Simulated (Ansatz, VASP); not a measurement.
# LaSb in two plane-wave programs, part 2 of 2

One calculation is typed for both programs; each brings its own data sets and cutoff. How far apart do they land? The cell is taken from a series of VASP runs on this material, whose earlier steps may have relaxed, scaled or displaced it; both programs get it as it stands.

VASP 6.6.1 and Ansatz 0.2.0.

So far: The starting structure; VASP: zone-centre phonons, PBEsol.

### Step 3. Ansatz: zone-centre phonons, PBEsol

Level of this step: Ansatz beside VASP: Kohn-Sham DFT, plane waves, PBEsol (Ansatz).

Ansatz runs on its default PAW (the set named soft_2) files.

The same cell, functional, mesh and smearing now go to Ansatz, which takes its cutoff from its data sets.

Input file input.yaml:

```yaml
crystal:
  lattice:
    - [0.0, 3.2262130085, 3.2262130085]
    - [3.2262130085, 0.0, 3.2262130085]
    - [3.2262130085, 3.2262130085, 0.0]
  atoms:
    - { symbol: La, position: [0.0, 0.0, 0.0] }
    - { symbol: Sb, position: [0.5, 0.5, 0.5] }
hamiltonian:
  xc: pbesol
  pseudopotentials: { kind: paw }
kpoints:
  mp_grid: { grid: [12, 12, 12] }
scf:
  occupations: { method: gaussian, width: 0.05 }
phonons:
  method: dfpt
  qpoints: [[0, 0, 0]]
```

Command:

```sh
$ ansatz run input.yaml --threads 4 --pin off --max-ram 9216MiB --backend cpu --events-out ev --progress --plain --runs-dir out
```

Numbers of over 12 decimals in the logs are rounded to 6 here.

The program printed:

```text
Engine: ansatz 0.2.0, aarch64-unknown-linux-gnu
Pseudopotentials: kind: paw
Pseudopotential: La, paw, valence charge 11, recommended cutoff 420 eV (normal), La.paw.azcp
Pseudopotential: Sb, paw, valence charge 15, recommended cutoff 420 eV (normal), Sb.paw.azcp
Functional definition: PBEsol
  exchange = pbesol_x
  correlation = pbesol_c
Crystal: 2 atoms, lattice volume = 67.160 Å³
Basis set: ecut = 420 eV, 1363 PW (Γ), exchange–correlation on 64×64×64 points (8 copies of the dense FFT grid, shifted against one another)
Bands: 17, of which v1, the nominal top of the filled ones, is band 13 counted from 1 (12 counted from 0)
Symmetry: 48 space group operations
k-points: 163 of 1728 (irreducible under 8 space group operations, time reversal used)
Non-local potential: La, projectors of the file, l = 0: 3, l = 1: 2, l = 2: 2, l = 3: 3
Non-local potential: Sb, projectors of the file, l = 0: 2, l = 1: 2, l = 2: 2, l = 3: 2
PAW form: soft (Blöchl's): semilocal exchange-correlation on the pseudo side does not see the compensation charge
PAW frozen core: La, regenerated for the run's functional, and the local potential with it (the file was generated under x = pbe(κ = 0.804, μ = 0.219515), c = pbe(β = 0.066725))
PAW frozen core: Sb, regenerated for the run's functional, and the local potential with it (the file was generated under x = pbe(κ = 0.804, μ = 0.219515), c = pbe(β = 0.066725))
PAW one-centre angular grid: La, 590 points (default); XC on 64 Gauss nodes
PAW one-centre angular grid: Sb, 590 points (default); XC on 64 Gauss nodes
Initial density: superposition of atomic densities (neutral atoms: chi_scale 0, normalization atom), corrected by the library's trained network
Initial wavefunctions: pseudopotential atomic-orbital guess
Functional: x = pbesol(κ = 0.804, μ = 0.123457), c = pbesol(β = 0.046)
SCF iter   1: F=—  HF=-12571.874062 eV  |F-HF|=—  |Δ(HF+E_count)|=         —  Δρ=2.13e-3  dr2=3.11e-3  ethr=1.77e-3  ⟨swp⟩=5.4  Hψ=12526  notcnv=0
preconditioner: auto → none  [insulator: Δε(μ)=0.087 eV  Ē_g=10.644 eV  σ=0.050 eV  W_gap=0.78  n_scr=14 (ndim 8)  ℏωp=17.0 eV  f_vac=0.000  D(μ)=0.19/eV (n_scr^D=0)  ε∞_Penn≈3.5]
SCF iter   2: F=—  HF=-12571.871974 eV  |F-HF|=—  |Δ(HF+E_count)|=   2.09e-3  Δρ=1.18e-3  dr2=8.36e-4  ethr=1.19e-5  ⟨swp⟩=2.4  Hψ=6999  notcnv=0
SCF iter   3: F=—  HF=-12571.871888 eV  |F-HF|=—  |Δ(HF+E_count)|=   8.54e-5  Δρ=4.44e-4  dr2=1.44e-4  ethr=3.22e-6  ⟨swp⟩=2.0  Hψ=5379  notcnv=0
SCF iter   4: F=—  HF=-12571.871876 eV  |F-HF|=—  |Δ(HF+E_count)|=   1.16e-5  Δρ=1.66e-4  dr2=8.43e-6  ethr=5.52e-7  ⟨swp⟩=2.0  Hψ=3473  notcnv=0
SCF iter   5: F=—  HF=-12571.871883 eV  |F-HF|=—  |Δ(HF+E_count)|=   6.86e-6  Δρ=5.09e-5  dr2=2.43e-6  ethr=3.24e-8  ⟨swp⟩=2.0  Hψ=4890  notcnv=0
SCF iter   6: F=—  HF=-12571.871882 eV  |F-HF|=—  |Δ(HF+E_count)|=   1.59e-6  Δρ=6.78e-6  dr2=2.82e-8  ethr=9.34e-9  ⟨swp⟩=2.0  Hψ=4734  notcnv=0
SCF iter   7: F=—  HF=-12571.871882 eV  |F-HF|=—  |Δ(HF+E_count)|=   8.09e-9  Δρ=2.08e-6  dr2=1.77e-9  ethr=1.09e-10  ⟨swp⟩=2.0  Hψ=4729  notcnv=0
SCF iter   8: F=—  HF=-12571.871882 eV  |F-HF|=—  |Δ(HF+E_count)|=  5.11e-10  Δρ=1.06e-6  dr2=4.02e-10  ethr=6.82e-12  ⟨swp⟩=2.0  Hψ=3466  notcnv=0
SCF iter   9: F=-12571.871882 eV  HF=-12571.871882 eV  |F-HF|=0.00e0  |Δ(HF+E_count)|=  2.38e-10  Δρ=3.73e-8  dr2=1.23e-12  ethr=1.00e-12  ⟨swp⟩=5.0  Hψ=15286  notcnv=0
SCF 1 converged in 9 iterations: F = -12571.871882 eV  dr2 = 1.23e-12
  greatest PAW one-centre occupation: 0.996 electrons in one spin orbital (limit 2), on the Sb atom at site 1 (counted from 0), in its partial waves of l = 2
DFPT response loops at Γ: preconditioner auto → Kerker (q_TF=auto, 2.329 Å⁻¹) (partly filled bands, converged f_vac=0.000); β = 1.00, the filter's whole step (`scf.mixing.beta` (0.50) is not read by the response loops under this deck's `scf.mixing.preconditioner`; to damp them name `kerker` or `kerker_dos`, under which they read `scf.mixing.beta`, and type it under 1.00, their step now; both keys bind the ground state too); Broyden in place of MSR1
SCF converged after 9 iterations
Free energy (F): -12571.871882 eV
Harris-Foulkes:  -12571.871882 eV  (|F-HF|=0.00e0)
Internal energy: -12571.871640 eV  (E = F + TS)
E sigma→0 (E₀):  -12571.871761 eV
Entropy (-TS):   -0.000242 eV (-0.121 meV/atom)
Fermi energy:    9.733235 eV
--- Per-component energies (eV) ---
  E_band       = -210.188987
  E_kinetic    = 400.265981
  E_local      = -2048.589020  (includes V_loc(G=0)·N_el)
  E_nonlocal   = 462.447423
  E_hartree    = 891.125968
  E_xc         = -276.110210
  E_vxc        = -244.277215  (∫ρ·V_xc dr)
  E_paw        = -9830.133149  (= ΣΔE_a)
  E_vpaw       = -562.288089  (= ΣTr[D̂ρ^β])
  E_aug_tail   = -0.000002  (compensation charges beyond the density's cutoff)
  E_ewald      = -2171.379997
  E_core_change = 0.501366  (= ΣΔE_core)
  E_smearing   = -0.000242  (= −TS)
  E_closure    = 0.000000  (closes the sum)
  Σ components = -12571.871882   (vs F -12571.871882, Δ=0.00e0)
--- Band table (eV; the first three rows and the last of 163) ---
  k-point 0: bands = [... 9 lower, 0.7109, 9.9412, 9.9412, 9.9412, 10.9839, 10.9839, 10.9839, 11.6855]
  k-point 1: bands = [... 9 lower, 0.7903, 9.5270, 9.6846, 9.6846, 11.0254, 11.0742, 11.0742, 11.7654]
  k-point 2: bands = [... 9 lower, 1.0129, 8.7102, 9.1936, 9.1936, 11.0599, 11.2771, 11.2771, 11.8964]
  k-point 162: bands = [... 9 lower, 1.6036, 7.9405, 8.3274, 8.3274, 11.4484, 11.4484, 11.9184, 11.9184]
--- Phonons (Γ-DFPT): 2 representative perturbations + reference, on 163 of 1728 k-points (Σ response iterations 6) ---
  k mesh reduced under 8 symmetry operations, with k and −k counted as one. Each operation leaves every solved perturbation unchanged. A smaller set is not used because it would not reduce the number of displacements times k-points to solve
  ASR residual: 6.614e-5 → 0.000e0 eV/Å²; symmetrization residual: 1.399e-5 eV/Å²
  ASR residual per site (eV/Å²): 6.61e-5 1.31e-5
  Γ frequencies (cm⁻¹): 0.00 0.00 0.00 126.65 126.65 126.65
  non-analytic LO–TO correction: not included (Born effective charges unavailable; polar crystals: no LO–TO splitting at Γ)
--- Phonons (arbitrary-q DFPT): 1 explicit q-point ---
  q = [0, 0, 0] (of the zone-centre solve; hermiticity 7.31e-6, symmetrization 3.21e-13): -0.00 -0.00 -0.00 126.65 126.65 126.65
  sum rule: each row above includes the acoustic sum rule's correction from the zone centre's row sums; it moved no ω² by more than (0.36 cm⁻¹)²
```

It took 28 s on 4 threads of Arm Neoverse N1, shared host; peak memory 0.96 GiB; 1.7 min of CPU time.

In the SCF lines HF is the Harris–Foulkes energy and dr2 the Hartree energy of the density residual, in eV; the loop may stop once dr2 is under the threshold and the program's other checks hold. Hψ counts applications of the Hamiltonian.

### Step 4. Differences

Known differences besides the potentials themselves: the data sets hold 26 valence electrons in Ansatz (default PAW (the set named soft_2) files) and 16 in VASP; the cutoff is 420 eV in Ansatz and 500 eV in VASP; Ansatz makes its cores anew for this functional, VASP keeps those of its PBE data sets. Total energies have different zeros and are not compared.

The two programs side by side:

```tsv
quantity	Ansatz	VASP	difference
optical mode 1 to 3 (cm⁻¹)	126.7	127.5	-0.65 %
```

Modes are paired by rising frequency and degeneracy, not by their patterns, so a pair may still set unlike modes beside each other.

### Step 5. Results

```json
{"r.m.s. difference of the optical zone-centre modes, each program's sorted by frequency (zone-centre phonons, PBEsol)": "0.82 cm⁻¹", "difference in optical mode 1 to 3 (zone-centre phonons, PBEsol)": "-0.6 %"}
```

The r.m.s. difference of the optical zone-centre modes, each program's sorted by frequency is 0.82 cm⁻¹ (zone-centre phonons, PBEsol). Among the rows given in per cent, the largest difference of the zone-centre phonons, PBEsol pair is in optical mode 1 to 3, -0.6 %. Such differences can come from data sets, numerical settings and the points named under the comparisons, not from the functional's error against experiment.

[Lines on the potential files, build, host, timing and source positions are cut from VASP's logs without a mark.]

[Logs are printed without paths, hosts, clocks, repeated set-up lines and the standing remarks that a program may print on its own settings, such as how far it seeks lower states.]

[Hosts, paths, dates, database ids (printed as entryN), source tags and the programs' standing remarks are cut or masked in the printed files.]
